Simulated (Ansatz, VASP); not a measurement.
## Ba in VASP and in Ansatz

```
CELL_PARAMETERS angstrom
-2.48118 2.48118 2.48118
2.48118 -2.48118 2.48118
2.48118 2.48118 -2.48118
ATOMIC_POSITIONS crystal
Ba 0.00000 0.00000 0.00000
```

Alike in both runs: task single point; functional PBE; k mesh 12 × 12 × 12; occupations gaussian, width 0.1 eV; no spin polarisation.

```csv
,VASP,Ansatz
version,VASP 6.6.1,Ansatz 0.2.0
potentials or method,"VASP PAW PBE potentials, release 64 (Ba_sv)","scalar-relativistic, plane waves, PAW"
plane-wave cutoff (eV),520,420
valence electrons in the cell,10,10
```

```csv
,VASP,Ansatz,Ansatz less VASP
gap on the k mesh at the Fermi level (eV),none,none,-
pressure (GPa),0.4,0.3,-0.06
```

A gap of «none» marks a metal or a gap that the smearing closes.

The runs have no spin-orbit coupling, so splittings on Ba are missing.
